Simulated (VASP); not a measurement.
# WC (Fd-3m) in VASP: further runs

Runs on WC. Level: PBE0(alpha). Tasks: single point.

Program: VASP 6.6.1. These are calculated values, not measurements. Logs are shortened: lines on timing, memory, paths and dates and some standing lists are left out, and cuts for length are marked.

## 1. The structure

The structure is cubic, space group Fd-3m (No. 227). Conventional cell: a = 5.774 Å, b = 5.774 Å, c = 5.774 Å, α = 90.00°, β = 90.00°, γ = 90.00°. W (site symmetry -43m) is surrounded by 4 W at 2.50 Å and 4 C at 2.50 Å. C (site symmetry -43m) is surrounded by 4 W at 2.50 Å and 4 C at 2.50 Å.

The cell was built by a generator and needn't be a form met in nature.

## 2. Single point, PBE0(alpha)

The input, POSCAR:

```
WC
1.0
    0.0000000000      2.8868000000      2.8868000000
    2.8868000000      0.0000000000      2.8868000000
    2.8868000000      2.8868000000      0.0000000000
W C
2 2
Direct
    0.5000000000      0.5000000000      0.5000000000
    0.7500000000      0.7500000000      0.7500000000
    0.0000000000      0.0000000000      0.0000000000
    0.2500000000      0.2500000000      0.2500000000
```

The input, INCAR.step1:

```
SYSTEM = WC
PREC = Accurate
ENCUT = 520
EDIFF = 1E-5
ISMEAR = -1
SIGMA = 0.05
LREAL = .FALSE.
LASPH = .TRUE.
NELM = 80
ALGO = Normal
ISIF = 2
LWAVE = .TRUE.
LCHARG = .FALSE.
NBANDS = 26
GGA = PE
```

The input, INCAR.step2:

```
SYSTEM = WC
PREC = Accurate
ENCUT = 520
EDIFF = 1E-6
ISMEAR = -1
SIGMA = 0.05
LREAL = .FALSE.
LASPH = .TRUE.
NELM = 80
ALGO = Normal
ISIF = 2
LWAVE = .FALSE.
LCHARG = .FALSE.
GGA = PE
LHFCALC = .TRUE.
AEXX = 0.05
PRECFOCK = Fast
HFRCUT = -1
NBANDS = 26
ISTART = 1
```

The input, KPOINTS:

```
Automatic mesh
0
G
  4 4 4
  0 0 0
```

Potentials or basis: VASP PAW PBE potentials, release 64 (W_sv, C).

Launch:

```sh
$ cat potpaw_PBE.64/W_sv/POTCAR potpaw_PBE.64/C/POTCAR > POTCAR
$ cp INCAR.step1 INCAR
$ mpirun -np 1 vasp_std > vasp.out
$ cp INCAR.step2 INCAR
$ mpirun -np 1 vasp_std > vasp.out
```

OUTCAR:

```text
SYSTEM = WC
   PREC = Accurate
   ENCUT = 520
   EDIFF = 1E-6
   ISMEAR = -1
   LREAL = .FALSE.
   LASPH = .TRUE.
   NELM = 80
   ISIF = 2
   GGA = PE
   LHFCALC = .TRUE.
   AEXX = 0.05
   PRECFOCK = Fast
   ISTART = 1

 ion  position               nearest neighbor table
   1  0.500  0.500  0.500-   4 2.50   4 2.50   4 2.50   2 2.50   2 2.50   2 2.50   4 2.50   2 2.50

   2  0.750  0.750  0.750-   1 2.50   1 2.50   1 2.50   3 2.50   3 2.50   3 2.50   3 2.50   1 2.50

   3  0.000  0.000  0.000-   2 2.50   2 2.50   2 2.50   2 2.50
   4  0.250  0.250  0.250-   1 2.50   1 2.50   1 2.50   1 2.50

  LATTYP: Found a face centered cubic cell.
 ALAT       =     5.7736000000

  Lattice vectors:

 A1 = (   0.0000000000,   2.8868000000,   2.8868000000)
 A2 = (   2.8868000000,   0.0000000000,   2.8868000000)
 A3 = (   2.8868000000,   2.8868000000,   0.0000000000)

Analysis of symmetry for initial positions (statically):
=====================================================================
 Subroutine PRICEL returns:
 Original cell was already a primitive cell.

 Routine SETGRP: Setting up the symmetry group for a
 face centered cubic supercell.

 Subroutine GETGRP returns: Found 48 space group operations
 (whereof 24 operations were pure point group operations)
 out of a pool of 48 trial point group operations.

The static configuration has the point symmetry T_d .
 The point group associated with its full space group is O_h .

Analysis of symmetry for dynamics (positions and initial velocities):
=====================================================================
 Subroutine PRICEL returns:
 Original cell was already a primitive cell.

 Routine SETGRP: Setting up the symmetry group for a
 face centered cubic supercell.

 Subroutine GETGRP returns: Found 48 space group operations
 (whereof 24 operations were pure point group operations)
 out of a pool of 48 trial point group operations.

The dynamic configuration has the point symmetry T_d .
 The point group associated with its full space group is O_h .

 Subroutine INISYM returns: Found 48 space group operations
 (whereof 24 operations are pure point group operations),
 and found     1 'primitive' translations

----------------------------------------------------------------------------------------

                                     Primitive cell

[... 83 lines left out ...]
   ISIF   =      2    stress and relaxation
   ISYM   =      3    0-nonsym 1-usesym 2-fastsym
   POTIM  = 0.5000    time-step for ionic-motion
   TEBEG  =    0.0;   TEEND  =   0.0 temperature during run
   PSTRESS=    0.0 pullay stress
   NELECT =      36.0000    total number of electrons
   NUPDOWN=      -1.0000    fix difference up-down
   EMIN   =  10.00;   EMAX   =-10.00  energy-range for DOS
   EFERMI =   0.00;   METHOD = LEGACY
   ISMEAR =    -1;   SIGMA  =   0.05  broadening in eV -4-tet -1-fermi 0-gaus
   EFERMI_NEDOS =   21; number of points for ismear=-14 and -15
   IALGO  =     38    algorithm
   IMIX   =      1    mixing-type and parameters
     AMIX     =   0.40;   BMIX     =  1.00
     AMIX_MAG =   1.60;   BMIX_MAG =  1.00
  volume/ion in A,a.u.               =      12.03        81.17
  Fermi-wavevector in a.u.,A,eV,Ry     =   1.486217  2.808543 30.053117  2.208842
  Thomas-Fermi vector in A             =   2.599531
   LORBIT       =      0    0 simple, 1 ext, 2 COOP (PROOUT), +10 PAW based schemes
   GGA     = PE    functional components
   LHFCALC =     T    Hartree Fock is set to
   PRECFOCK=fast      Normal, Fast or Accurate (Low or Medium for compatibility)
   ENCUT4O =  -1.0   cutoff for four orbital integrals eV
   NKREDX  =     1    reduce k-point grid by
   NKREDY  =     1    reduce k-point grid by
   NKREDZ  =     1    reduce k-point grid by
   AEXX    =    0.0500 exact exchange contribution
   HFSCREEN=    0.0000 screening length (either q_TF or 0.3 A-1)
   HFSCREENC=   0.0000 screening length for correlation (either q_TF or 0.3 A-1)
   ENCUTFOCK=  -1.0 apply spherical cutoff to Coloumb kernel
   IVDW    =     0    specifies the selected vdW correction
   LEPSILON=     F    determine dielectric tensor
   LRPA    =     F    only Hartree local field effects (RPA)
 non-spin polarized calculation
  energy-cutoff  :      520.00
  volume of cell :       48.11
 maximum number of plane-waves:      1314
  NGX = 18; NGY = 18; NGZ = 18

 number of electron      36.0000004 magnetization

 Free energy of the ion-electron system (eV)
  ---------------------------------------------------
  ext. energy  EPLUGINS =         0.00000000
  ---------------------------------------------------
  free energy    TOTEN  =       -36.85112568 eV

  energy without entropy =      -36.84171840  energy(sigma->0) =      -36.84642204

 E-fermi :   9.7800     XC(G=0): -12.4786

 val. band max:        9.3448416071   @ k =   0.5000   0.5000   0.0000
 cond. band min:       9.8649920990   @ k =  -0.2500   0.2500   0.0000
 fundamental gap:      0.5201504918
 Fermi energy:         9.7799686353

 k-point     1 :       0.0000    0.0000    0.0000
  band No.  band energies     occupation
      1     -65.3943      2.00000
      2     -65.0323      2.00000
      3     -29.7547      2.00000
      4     -29.7547      2.00000
      5     -29.7547      2.00000
      6     -28.7523      2.00000
[... 221 lines left out ...]
     25      15.8951      0.00000
     26      15.8951      0.00000

------------------------ aborting loop because EDIFF is reached ----------------------------------------

  FORCE on cell =-STRESS in cart. coord.  units (eV):
  Direction    XX          YY          ZZ          XY          YZ          ZX
  --------------------------------------------------------------------------------------
  -------------------------------------------------------------------------------------
  Total       -0.2315263     -0.2315263     -0.2315263      0.0000000      0.0000000     -0.0000000
  in kB       -7.7095833     -7.7095833     -7.7095833      0.0000000      0.0000000     -0.0000000
  external PRESSURE =      -7.7095833 kB  Pullay stress =       0.0000000 kB

 VOLUME and BASIS-vectors are now :
 -----------------------------------------------------------------------------
  energy-cutoff  :      520.00
  volume of cell :       48.11
      direct lattice vectors                 reciprocal lattice vectors
     0.000000000  2.886800000  2.886800000    -0.173202162  0.173202162  0.173202162
     2.886800000  0.000000000  2.886800000     0.173202162 -0.173202162  0.173202162
     2.886800000  2.886800000  0.000000000     0.173202162  0.173202162 -0.173202162

 POSITION                                       TOTAL-FORCE (eV/Angst)
 -----------------------------------------------------------------------------------
      2.88680      2.88680      2.88680         0.000000      0.000000      0.000000
      4.33020      4.33020      4.33020        -0.000000     -0.000000     -0.000000
      0.00000      0.00000      0.00000        -0.000000     -0.000000     -0.000000
      1.44340      1.44340      1.44340         0.000000      0.000000      0.000000
 -----------------------------------------------------------------------------------
    total drift:                               -0.000000      0.000000     -0.000000

  FREE ENERGIE OF THE ION-ELECTRON SYSTEM (eV)
  ---------------------------------------------------
  free  energy   TOTEN  =       -36.8511256757 eV

  energy  without entropy=      -36.8417184012  energy(sigma->0) =      -36.84642204
```

OUTCAR.step1:

```text
SYSTEM = WC
   PREC = Accurate
   ENCUT = 520
   EDIFF = 1E-5
   ISMEAR = -1
   LREAL = .FALSE.
   LASPH = .TRUE.
[... 445 lines left out ...]
      4.33020      4.33020      4.33020        -0.000000     -0.000000     -0.000000
      0.00000      0.00000      0.00000        -0.000000      0.000000     -0.000000
      1.44340      1.44340      1.44340         0.000000     -0.000000     -0.000000
 -----------------------------------------------------------------------------------
    total drift:                                0.000000     -0.000000     -0.000000

  FREE ENERGIE OF THE ION-ELECTRON SYSTEM (eV)
  ---------------------------------------------------
  free  energy   TOTEN  =       -35.0443809566 eV

  energy  without entropy=      -35.0347160765  energy(sigma->0) =      -35.03954852
```

It took 10 min on 1 thread of Intel Xeon 6975P-C (Granite Rapids), shared host; peak memory 0.16 GiB.

Results:

| Quantity | Value |
| --- | --- |
| Free energy | -36.8511 eV |
| Pressure | -0.8 GPa |
| Band gap on the k mesh | none (metal or under the smearing width) |

Caveat: the k mesh is coarse (spacing up to 0.47 Å⁻¹), so the values aren't converged, least of all with exact exchange; the PAW data sets were made with another functional, which shifts forces and pressure a little. The run has no spin-orbit coupling, so splittings on W are missing.

(Continued in part 2 of 2.)
